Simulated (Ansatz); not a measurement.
InN: response to strain

Start from InN in the wurtzite structure (space group P6_3mc, No. 186; a = 3.581 Å, c = 5.788 Å). Axes: x lies along a and z along c of the hexagonal cell.

Strains are applied to the cell and any free atomic positions relax; under biaxial strain the out-of-plane vector relaxes too; under stress the whole cell relaxes.

Computed with PBE (Ansatz, a program for electronic structure; PAW; 420 eV plane waves; no SOC).

Notes on the quantities. pressure: mean of the normal stresses, compression positive.

```json
[
 {"change": "base", "pressure": "0.0 GPa", "shortest interatomic distance": "4.125 bohr", "space group": "P6_3mc (No. 186)"},
 {"change": "biaxial strain −4.72 %, plane normal [001], relaxed out of plane", "pressure": "8.6 GPa", "shortest interatomic distance": "4.038 bohr", "space group": "P6_3mc (No. 186)"},
 {"change": "biaxial strain −2.84 %, plane normal [001], relaxed out of plane", "pressure": "4.9 GPa", "shortest interatomic distance": "4.070 bohr", "space group": "P6_3mc (No. 186)"},
 {"change": "biaxial strain +4.44 %, plane normal [001], relaxed out of plane", "pressure": "-5.9 GPa", "shortest interatomic distance": "4.168 bohr", "space group": "P6_3mc (No. 186)"},
 {"change": "isotropic strain −2.93 %", "pressure": "13.4 GPa", "shortest interatomic distance": "4.005 bohr", "space group": "P6_3mc (No. 186)"},
 {"change": "isotropic strain +0.37 %", "pressure": "-1.3 GPa", "shortest interatomic distance": "4.141 bohr", "space group": "P6_3mc (No. 186)"},
 {"change": "uniaxial strain ε_xx = +2.19 %", "pressure": "-2.5 GPa", "shortest interatomic distance": "4.152 bohr", "space group": "Cmc2_1 (No. 36)"},
 {"change": "uniaxial strain ε_zz = +1.02 %", "pressure": "-1.2 GPa", "shortest interatomic distance": "4.137 bohr", "space group": "P6_3mc (No. 186)"},
 {"change": "uniaxial strain ε_zz = +2.88 %", "pressure": "-3.2 GPa", "shortest interatomic distance": "4.157 bohr", "space group": "P6_3mc (No. 186)"},
 {"change": "uniaxial stress, 8 GPa compression along x", "pressure": "–", "shortest interatomic distance": "4.090 bohr", "space group": "Cmc2_1 (No. 36)"}
]
```

The mesh was chosen for an insulator and is coarse for the gapless case. Stability under load was not tested beyond the relaxation. The final runs are not spin-polarised.
